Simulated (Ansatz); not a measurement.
Planning a run of Ansatz 0.2.0 on AlAs (F-43m). The input:

```yaml
crystal:
  lattice:
    - [0.0, 2.8304, 2.8304]
    - [2.8304, 0.0, 2.8304]
    - [2.8304, 2.8304, 0.0]
  atoms:
    - { symbol: Al, position: [0.0, 0.0, 0.0] }
    - { symbol: As, position: [0.25, 0.25, 0.25] }
kpoints:
  mp_grid: { grid: [4, 4, 4] }
hamiltonian:
  xc: pbe
  pseudopotentials: { kind: all_electron }
scf:
  occupations: { method: fixed }
gw:
  n_empty_bands: 189
  ecut_chi: 150.0
  qp_bands: [v6, c3]
  qp_kpoints: [[0, 0, 0]]
  screening: { model: contour_deformation }
```

```sh
ansatz run input.yaml --threads 3 --pin off --max-ram 92160MiB --backend cuda --events-out ev --progress --plain --runs-dir out --devices 1 --max-vram 13GiB
```

**Question.** Estimate wall time and host memory on 1 × NVIDIA H100 80GB HBM3 (shared by 6 runs) with 3 threads of AMD EPYC 7R13 (Zen 3), shared host.

It took 22 s; on shared hardware allow 11 s to 45 s. Peak host memory was 1.9 GiB. The sizes that set the cost: 14331 plane waves a state, 8 irreducible k points, 212 bands summed, 169 plane waves in the screening and 7 SCF cycles.

The screening grows as filled bands × empty bands × pairs of k points, times the square of the screening basis for the matrix.

[Paths, hosts, dates, memory and timing lines, banners, echoed tables and standing remarks are left out of the program output.]

[Logs are printed without paths, hosts, clocks, repeated set-up lines and the standing remarks that a program may print on its own settings, such as how far it seeks lower states.]

[Runs of the session that timed out or met a known fault of the program may be left out.]

[Cells called generated may have been cut or substituted from an entry of the Crystallography Open Database or the Materials Project.]

[Hosts, paths, dates, database ids (printed as entryN), source tags and the programs' standing remarks are cut or masked in the printed files.]
